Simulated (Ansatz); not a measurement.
# Se: the cost of one run

Method: DFT PBEsol, scalar-relativistic, plane waves, PAW, in Ansatz 0.2.0.

2 further runs of the same task are left out: 2 set aside as unsound or not needed.

## (1) The system as given

Symmetry: P3_121, No. 152, trigonal system. Conventional cell: a = 4.042 Å, b = 4.042 Å, c = 5.118 Å, α = 90.00°, β = 90.00°, γ = 120.00°. Se (site symmetry 2) is surrounded by 2 Se at 2.44 Å.

Structure file:

```xyz
3
Lattice="4.0415 0.0000 0.0000 -2.0208 3.5001 0.0000 0.0000 0.0000 5.1179" Properties=species:S:1:pos:R:3 pbc="T T T"
Se    1.0049    0.0000    1.7060
Se   -0.5024    0.8703    3.4119
Se    1.5183    2.6298    0.0000
```

It is the result of an earlier relaxation at this level (volume 24.13 Å³/atom; gap on the mesh: 0.46 eV).

## (2) Static run: bands, density of states and charges

Input file input.yaml:

```yaml
crystal:
  lattice:
    - [4.0415167813, 0.0, 0.0]
    - [-2.0207583906, 3.5000562024, 0.0]
    - [0.0, 0.0, 5.1178955428]
  atoms:
    - { symbol: Se, position: [0.2486417164, 0.0, 0.3333333333] }
    - { symbol: Se, position: [0.0, 0.2486417164, 0.6666666667] }
    - { symbol: Se, position: [0.7513582836, 0.7513582836, 0.0] }
basis:
  ecutwfc: 420
kpoints:
  mp_grid: { grid: [12, 12, 8] }
  band_path:
    path:
      - [[0.0, 0.0, 0.0], [0.5, 0.0, 0.0], [0.33333333, 0.33333333, 0.0], [0.0, 0.0, 0.0], [0.0, 0.0, 0.5], [0.5, 0.0, 0.5], [0.33333333, 0.33333333, 0.5], [0.0, 0.0, 0.5]]
      - [[0.5, 0.0, 0.5], [0.5, 0.0, 0.0]]
      - [[0.33333333, 0.33333333, 0.5], [0.33333333, 0.33333333, 0.0]]
    npoints: 14
hamiltonian:
  xc: pbesol
scf:
  occupations: { method: gaussian, width: 0.02 }
  n_extra_bands: 7
output:
  forces: true
  stress: true
  eigenvalues: true
  populations: true
  dos: { projected: true, de: 0.02, nscf_kmesh: { grid: [18, 18, 12] } }
  bader: true
  write_density: true
  write_potential: true
  elf: true
  volumetric_format: npy
```

Command:

```sh
$ ansatz run input.yaml --threads 1 --pin off --max-ram 2560MiB --backend cpu --events-out ev --progress --plain --runs-dir out
```

What time and memory should one allow on 1 thread of Intel Xeon Platinum 8259CL at 2.50GHz (Skylake/Cascade Lake), shared host?

About 2 min, with a peak of 0.77 GiB.
